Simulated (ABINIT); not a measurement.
Crystal: KCl (Sylvite).

```
K Cl
1.0
     0.00000    3.14647    3.14647
     3.14647    0.00000    3.14647
     3.14647    3.14647    0.00000
K Cl
1 1
Direct
  0.00000 0.00000 0.00000
  0.50000 0.50000 0.50000
```

Base run:

| Property | Result |
| --- | --- |
| Program | ABINIT 10.8.3 (patched build) |
| Functional | HSE06 |
| Potentials or basis | SPMS NC PBE v1.0 |
| Cutoff | 490 eV |
| k mesh | 6 × 6 × 6 |
| Occupations | fixed |
| Spin | no spin polarisation |

Its results: band gap on the k mesh 6.46 eV, direct; pressure 0.3 GPa.

**Question.** The run is repeated on the same cell with these changes: functional from HSE06 to PBE. What comes out?

**Answer.** Band gap on the k mesh 5.19 eV, direct; pressure 0.6 GPa.

HSE06 gives the wider gap, since exact exchange removes part of the self-interaction.

Caveats: Libxc's HSE differs a little from that of other programs (some runs); the potentials were made for another functional, which shifts forces and pressure (some runs).

